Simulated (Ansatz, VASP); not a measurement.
# Two plane-wave programs on CoSi

File INCAR:

```
PREC     = Accurate       # precision mode
ENCUT    = 520            # plane-wave cutoff, eV
EDIFF    = 1E-7           # SCF threshold, eV
ISMEAR   = 0              # smearing method
SIGMA    = 0.1            # smearing width, eV
LREAL    = F              # projectors in reciprocal space
LASPH    = T              # aspherical terms in the spheres
NELM     = 100            # most SCF steps
ALGO     = Normal         # electronic algorithm
ISIF     = 2              # what is computed and relaxed
LWAVE    = F              # write WAVECAR
LCHARG   = T              # write CHGCAR
GGA      = PE             # functional
LELF     = T              # ELF
LVHAR    = T            
NBANDS   = 36             # bands
```

The input KPOINTS:

```
regular mesh
0
Gamma
  4 4 4
```

File POSCAR:

```
CoSi
1.0
    4.3831181000      0.0000000000      0.0000000000
    0.0000000000      4.3831181000      0.0000000000
    0.0000000000      0.0000000000      4.3831181000
Co Si
4 4
Direct
    0.8540967100      0.6459032900      0.3540967100
    0.6459032900      0.3540967100      0.8540967100
    0.3540967100      0.8540967100      0.6459032900
    0.1459032900      0.1459032900      0.1459032900
    0.1565392900      0.3434607100      0.6565392900
    0.3434607100      0.6565392900      0.1565392900
    0.6565392900      0.1565392900      0.3434607100
    0.8434607100      0.8434607100      0.8434607100
```

Input for Ansatz:

```yaml
crystal:
  lattice:
    - [4.3831181, 0.0, 0.0]
    - [0.0, 4.3831181, 0.0]
    - [0.0, 0.0, 4.3831181]
  atoms:
    - { symbol: Co, position: [0.85409671, 0.64590329, 0.35409671] }
    - { symbol: Co, position: [0.64590329, 0.35409671, 0.85409671] }
    - { symbol: Co, position: [0.35409671, 0.85409671, 0.64590329] }
    - { symbol: Co, position: [0.14590329, 0.14590329, 0.14590329] }
    - { symbol: Si, position: [0.15653929, 0.34346071, 0.65653929] }
    - { symbol: Si, position: [0.34346071, 0.65653929, 0.15653929] }
    - { symbol: Si, position: [0.65653929, 0.15653929, 0.34346071] }
    - { symbol: Si, position: [0.84346071, 0.84346071, 0.84346071] }
basis:
  ecutwfc: 420
kpoints:
  mp_grid: { grid: [4, 4, 4] }
hamiltonian:
  xc: pbe
scf:
  occupations: { method: gaussian, width: 0.1 }
output:
  forces: true
  stress: true
  eigenvalues: true
```

The cell is a database's computed one.

Alike in both runs: task single point; functional PBE; k mesh 4 × 4 × 4; occupations gaussian, width 0.1 eV; no spin polarisation.

|  | VASP | Ansatz |
| --- | --- | --- |
| version | VASP 6.6.1 | Ansatz 0.2.0 |
| potentials or method | VASP PAW PBE potentials, release 64 (Co, Si) | scalar-relativistic, plane waves, PAW |
| plane-wave cutoff (eV) | 520 | 420 |
| valence electrons in the cell | 52 | 84 |

|  | VASP | Ansatz | Ansatz less VASP |
| --- | --- | --- | --- |
| gap on the k mesh at the Fermi level (eV) | none | none | - |
| pressure (GPa) | 7.6 | 7.7 | +0.10 |
| rms of the force components (eV/Å) | 0.011 | 0.010 | -0.0012 |

Atom by atom the forces differ by 0.001 eV/Å (rms over components). A gap of «none» marks a metal or a gap that the smearing closes. The two sets of potentials don't hold the same shells in valence.

Spin polarisation is off, so any magnetic state and its effect on volume and gap are missing.
